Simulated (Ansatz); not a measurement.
## ZnS under strain: ³³S NMR of the central transition

Cell: a Materials Project structure (computed, not necessarily an observed phase), relaxed with PBE at fixed cell and then changed (z compressed by 3 %).

```
CELL_PARAMETERS angstrom
3.80509 0.00000 0.00000
-1.90254 3.29530 0.00000
0.00000 0.00000 24.16846
ATOMIC_POSITIONS crystal
Zn 0.33333 0.66667 0.12512
Zn 0.00000 0.00000 0.00016
Zn 0.66667 0.33333 0.62505
Zn 0.66667 0.33333 0.87514
Zn 0.00000 0.00000 0.75002
Zn 0.33333 0.66667 0.50008
Zn 0.00000 0.00000 0.37509
Zn 0.66667 0.33333 0.25013
S 0.66667 0.33333 0.34372
S 0.66667 0.33333 0.71858
S 0.33333 0.66667 0.21873
S 0.00000 0.00000 0.84367
S 0.66667 0.33333 0.96881
S 0.00000 0.00000 0.09373
S 0.33333 0.66667 0.59369
S 0.00000 0.00000 0.46869
```

Sites (sets of like atoms) are named by element and the number of their first atom in this list.

Method: Kohn–Sham DFT in Ansatz, PBE, plane waves and PAW, scalar-relativistic, 420 eV cutoff, Γ-centred 8×8×2 k-points, Fermi–Dirac smearing 0.02 eV.

³³S has I = 3/2 and Q = -69.40 mb (Pyykkö 2018); at 14.1 T its Larmor frequency is ν₀ = 46.1 MHz. Only the quadrupole interaction is simulated: positions count from each site's isotropic chemical shift, and J coupling is left out, as are shift anisotropy and dipolar coupling, which fast spinning averages.

Problem. What does the ³³S spectrum (fast magic-angle spinning) show for each site?

Solution. 

| site | first shell | C_Q (MHz) | η | P_Q (MHz) | δ_QIS (ppm) | breadth (kHz) |
| --- | --- | --- | --- | --- | --- | --- |
| S9 | 4 Zn at 2.26–2.32 Å | 0.995 | 0.00 | 0.995 | -11.6 | 1.15 |
| S10 | 4 Zn at 2.26–2.32 Å | 0.939 | 0.00 | 0.939 | -10.4 | 1.02 |
| S11 | 4 Zn at 2.26–2.32 Å | 0.977 | 0.00 | 0.977 | -11.2 | 1.11 |
| S12 | 4 Zn at 2.26–2.32 Å | 0.570 | 0.00 | 0.570 | -3.82 | 0.378 |
| S13 | 4 Zn at 2.26–2.32 Å | 0.648 | 0.00 | 0.648 | -4.93 | 0.487 |
| S15 | 4 Zn at 2.26–2.32 Å | 0.988 | 0.00 | 0.988 | -11.5 | 1.13 |

δ_QIS = −(ν_Q²/30ν₀²)[I(I+1) − 3/4](1 + η²/3) × 10⁶ ppm with ν_Q = 3|C_Q|/[2I(2I−1)]; it falls as 1/B₀² in ppm, and the breadth as 1/B₀ in kHz.

An axis of threefold or higher order runs through S9, S10, S11, S12, S13 and S15, so V_zz lies along it and η is zero.

At this changed cell the PBE pressure is 5 GPa. The atoms aren't relaxed in the changed cell (largest force 0.3 eV/Å).
